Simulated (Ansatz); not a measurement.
# Ti₂C: enthalpy against pressure

Ti₂C, R-3m, a = 3.053 Å, c = 14.318 Å. The structure is a Materials Project entry; whether it is the stable form wasn't checked. Ansatz: PBEsol, PAW, 420 eV, Γ-centred 18×18×18 mesh on 3 atoms, Gaussian smearing 0.10 eV; no spin polarisation. Cell and atoms are relaxed at each pressure, and no other structure is tried, so the rows at high pressure may lie past a change of phase. y is the enthalpy over the state at zero pressure; there V0 = 12.840 Å³/atom. The pressures are the targets, met within 0.02 GPa.

```
P (GPa) y (eV/atom)
   -3.0      -0.2430
    0.0       0.0000
    3.0       0.2379
    8.0       0.6245
   15.0       1.1482
   30.0            ?
   60.0       4.1819
```

Question: Fit y = c1 P + c2 P² + c3 P³ to the other rows, say what c1 and c2 mean, and predict the missing value.

Answer: Least squares on the rows shown. y = 0.080084 P − 0.00025770 P² + 1.4100×10⁻⁶ P³. Since dH/dP = V, c1 is V0: 0.080084 eV/GPa × 160.2 = 12.829 Å³ against 12.840; c2 = −V0/(2B0) gives B0 = 155 GPa, where a Birch–Murnaghan fit to the volumes of the same runs (not shown) gives 145 GPa: a cubic over this range folds the higher terms into c2. At P = 30.0 the fit asked for gives 2.2087 eV/atom. The run gave 2.2154 eV/atom, so the fit is 0.0067 eV/atom too low, 0.15 % of the span of the series, against an rms of 0.0003 eV/atom on the fitted rows. With a term in P⁴ added, a fit to the same known rows predicts 2.2186 eV/atom, a smaller miss on the other side.